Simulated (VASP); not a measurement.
Wanted: the native input for a VASP 6.6.1 run.

* Task: relaxation of cell and atoms
* Functional: RPBE
* Potentials or basis: VASP PAW PBE potentials, release 64 (Ta_pv, C)
* Cutoff: 600 eV
* k mesh: 16 × 16 × 16
* Occupations: gaussian, width 0.1 eV
* Spin: no spin polarisation
* Further INCAR settings: ALGO = Normal; EDIFF = 1e-07; IBRION = 2; EDIFFG = -0.005; NSW = 90; ISIF = 3

The structure of TaC lies in POSCAR:

```
TaC
1.0
    0.0000000000      2.2338976900      2.2338976900
    2.2338976900      0.0000000000      2.2338976900
    2.2338976900      2.2338976900      0.0000000000
Ta C
1 1
Direct
    0.0000000000      0.0000000000      0.0000000000
    0.5000000000      0.5000000000      0.5000000000
```

The cell is a database's computed one.

These files were run (other wordings do the same):

INCAR

```
PREC = Accurate ; ENCUT = 600
EDIFF = 1E-7 ; ISMEAR = 0
SIGMA = 0.1 ; LREAL = F
LASPH = T ; NELM = 100
ALGO = Normal ; ISIF = 3
LWAVE = F ; LCHARG = F
GGA = RP ; IBRION = 2
NSW = 90 ; EDIFFG = -0.005
```

KPOINTS

```
regular mesh
0
Gamma
  16 16 16
```

Potentials or basis: VASP PAW PBE potentials, release 64 (Ta_pv, C).

The run is started by

```console
$ cat potpaw_PBE.64/Ta_pv/POTCAR potpaw_PBE.64/C/POTCAR > POTCAR
$ mpirun -np 1 vasp_std > vasp.out
```

Results of the run:

The relaxed volume is 11.37 Å³/atom and the relaxed cell is a = 3.180 Å, b = 3.180 Å, c = 3.180 Å, α = 60.00°, β = 60.00°, γ = 60.00°. The space group after relaxing (to 0.05 Å) is Fm-3m (No. 225), the energy gained by relaxing is 4.3 meV/atom and the ionic steps are 4. The pressure after relaxing is 0.0 GPa. The band gap on the k mesh is none (metal or under the smearing width).

Caveat: the PAW data sets were made with another functional, which shifts forces and pressure a little.

It took 82 s on 1 thread of AMD EPYC 9R14 (Zen 4), with other jobs on the host, peak memory 0.17 GiB.
